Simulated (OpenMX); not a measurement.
MnS:

```
Mn S
1.0
     1.83000    1.05655    2.97092
    -1.83000    1.05655    2.97092
     0.00000   -2.11310    2.97092
Mn S
1 1
Direct
  0.00000 0.00000 0.00000
  0.50000 0.50000 0.50000
```

The cell is a database's computed one.

| Item | Value |
| --- | --- |
| Program | OpenMX 3.8.5 |
| Task | single point |
| Functional | PBE |
| Potentials or basis | OpenMX 2013 PBE set, Mn6.0-s3p2d2, S7.0-s2p2d1f1, grid cutoff 400 Ry |
| k mesh | 9 × 9 × 9 |
| Occupations | fermi-dirac, width 0.05 eV |
| Spin | collinear spin, ferromagnetic start |
| Starting moments | [4.0, 0.0] μB |

On this cell: pressure 0.1 GPa; largest force under 0.003 eV/Å; net moment 4.67 μB per cell; site moments Mn +4.50; S +0.17 μB; band gap on the k mesh none (metal or under the smearing width).

The same run follows on a disturbed copy (atoms moved at random, drawn with an rms of 0.05 Å):

```xyz
2
Lattice="1.8300 1.0565 2.9709 -1.8300 1.0565 2.9709 0.0000 -2.1131 2.9709" Properties=species:S:1:pos:R:3 pbc="T T T"
Mn   -0.0160   -0.0031    0.0474
S     0.0330    0.0089    4.4197
```

Question: What changes?

Answer: The energy (extrapolated to zero smearing) moves by +8.9 meV/atom; pressure 0.4 GPa; largest force 0.333 eV/Å; net moment 4.68 μB per cell; site moments Mn +4.50; S +0.18 μB; band gap on the k mesh none (metal or under the smearing width).

Forces on the atoms (eV/Å):
```
Mn   0.142  0.046 -0.276
S   -0.172 -0.051  0.281
```

The forces don't sum to zero, so they hold noise of the program's grid.

Caveats: the basis of atomic orbitals isn't converged, which shifts pressures, moduli and gaps; a cell with one magnetic atom can't hold antiferromagnetic order, which such compounds often take; semilocal functionals often make such compounds metallic where correlation or magnetic order opens a gap, which also shifts bond lengths.
